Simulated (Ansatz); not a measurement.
# Hf in Ansatz: the effect of functional

Crystal: Hf.

```
Hf
1.0
     0.00000    2.24921    2.24921
     2.24921    0.00000    2.24921
     2.24921    2.24921    0.00000
Hf
1
Cartesian
  0.0000 0.0000 0.0000
```

This isn't the form of Hf at room conditions, which is hcp.

The cell isn't the ideal one: volume scaled by 1.04.

Alike in all runs:

* Program: Ansatz 0.2.0
* Task: single point
* Potentials or basis: Ansatz PAW
* k mesh: 10 × 10 × 10
* Occupations: fermi-dirac, width 0.05 eV
* Spin: no spin polarisation

```csv
functional,cutoff,pressure (GPa)
LDA,420 eV (not typed: the program's choice for these potentials),-9.3
PBEsol,420 eV (not typed: the program's choice for these potentials),?
r2SCAN,500 eV (not typed: the program's choice for these potentials),-1.4
```

Task: What does the run with functional PBEsol give?

Result: Pressure -5.5 GPa.

Caveats: the PAW data sets come from PBE, with cores solved anew for the run's functional, which leaves a small shift of forces and pressure.
